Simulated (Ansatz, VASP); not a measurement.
# One calculation of MgS (Niningerite), two programs

Contents of INCAR:

```
SYSTEM = MgS
  ALGO = Normal
  EDIFF = 1E-6
  EDIFFG = -0.01
  ENCUT = 600
  GGA = PE
  IBRION = 2
  ISIF = 3
  ISMEAR = -1
  LASPH = .True.
  LCHARG = .False.
  LREAL = .False.
  LWAVE = .False.
  NELM = 100
  NSW = 40
  PREC = Accurate
  SIGMA = 0.05
```

KPOINTS

```
k-points
0
Gamma
  9 9 9
  0 0 0
```

POSCAR

```
MgS
1.0
    0.0000000000      2.6016500000      2.6016500000
    2.6016500000      0.0000000000      2.6016500000
    2.6016500000      2.6016500000      0.0000000000
S Mg
1 1
Direct
    0.5000000000      0.5000000000      0.5000000000
    0.0000000000      0.0000000000      0.0000000000
```

The input input.yaml:

```yaml
crystal:
  lattice:
    - [0.0, 2.60165, 2.60165]
    - [2.60165, 0.0, 2.60165]
    - [2.60165, 2.60165, 0.0]
  atoms:
    - { symbol: S, position: [0.5, 0.5, 0.5] }
    - { symbol: Mg, position: [0.0, 0.0, 0.0] }
hamiltonian:
  xc: pbe
  pseudopotentials: { kind: paw }
kpoints:
  mp_grid: { grid: [9, 9, 9] }
scf:
  occupations: { method: fermi_dirac, width: 0.05 }
output:
  forces: true
  stress: true
  eigenvalues: true
relax:
  f_tol: 0.01
  max_steps: 40
  cell: { stress_tol: 0.05 }
```

Alike in both runs: task relaxation of cell and atoms; functional PBE; k mesh 9 × 9 × 9; occupations fermi-dirac, width 0.05 eV; no spin polarisation.

|  | VASP | Ansatz |
| --- | --- | --- |
| version | VASP 6.6.1 | Ansatz 0.2.0 |
| potentials or method | VASP PAW PBE potentials, release 64 (S, Mg) | Ansatz PAW |
| plane-wave cutoff (eV) | 600 | 420 |
| valence electrons in the cell | 8 | 16 |

Ansatz gave:

| Property | Result |
| --- | --- |
| gap on the k mesh at the Fermi level, each at its own relaxed structure (eV) | 2.89 |
| relaxed volume (Å³/atom) | 17.88 |
| relaxed cell length with the largest relative difference (Å) | 3.698 |

Task: Which values does VASP return?

Result: gap on the k mesh at the Fermi level, each at its own relaxed structure (eV): 2.88; relaxed volume (Å³/atom): 17.81; relaxed cell length with the largest relative difference (Å): 3.693.

The two sets of potentials don't hold the same shells in valence.

Caveats: an odd mesh through Γ misses points on the zone boundary, where band edges often lie (VASP); odd divisions of the mesh miss points on the zone boundary, where band edges often lie, so the gap on the mesh can be too wide (Ansatz); the plane-wave basis is chosen anew once the cell has moved, so the energies of steps on either side of that aren't comparable (Ansatz). PBE usually gives volumes a little too large and moduli too small.
